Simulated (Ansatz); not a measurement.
CaF2: enthalpy against pressure

CaF2, Fm-3m, a = 5.439 Å. Ansatz: r2SCAN, PAW, 500 eV, Γ-centred 8×8×8 mesh on 3 atoms, Gaussian smearing 0.02 eV; no spin polarisation. Cell and atoms are relaxed at each pressure, and no other structure is tried; the real crystal is known to change phase within this range, so the rows at high pressure are metastable. y is the enthalpy over the state at zero pressure; there V0 = 13.410 Å³/atom. The pressures are the targets, met within 0.05 GPa.

| P (GPa) | y (eV/atom) |
| --- | --- |
| -3.0 | -0.2556 |
| 0.0 | 0.0000 |
| 3.0 | 0.2471 |
| 8.0 | ? |
| 15.0 | 1.1730 |
| 30.0 | 2.2326 |
| 60.0 | 4.1496 |

Question: Fit y = c1 P + c2 P² + c3 P³ to the other rows, say what c1 and c2 mean, and predict the missing value.

Answer: Least squares on the rows shown. y = 0.083172 P − 0.00035181 P² + 1.9715×10⁻⁶ P³. Since dH/dP = V, c1 is V0: 0.083172 eV/GPa × 160.2 = 13.324 Å³ against 13.410; c2 = −V0/(2B0) gives B0 = 118 GPa, where a Birch–Murnaghan fit to the volumes of the same runs (not shown) gives 90 GPa: a cubic over this range folds the higher terms into c2. Above P = −c2/(3 c3) = 59 GPa the cubic's slope, the volume, would rise with pressure, so the form fails there. At P = 8.0 the fit asked for gives 0.6439 eV/atom. The run gave 0.6436 eV/atom, so the fit is 0.0003 eV/atom too high, within the rms miss on the fitted rows (0.0017 eV/atom).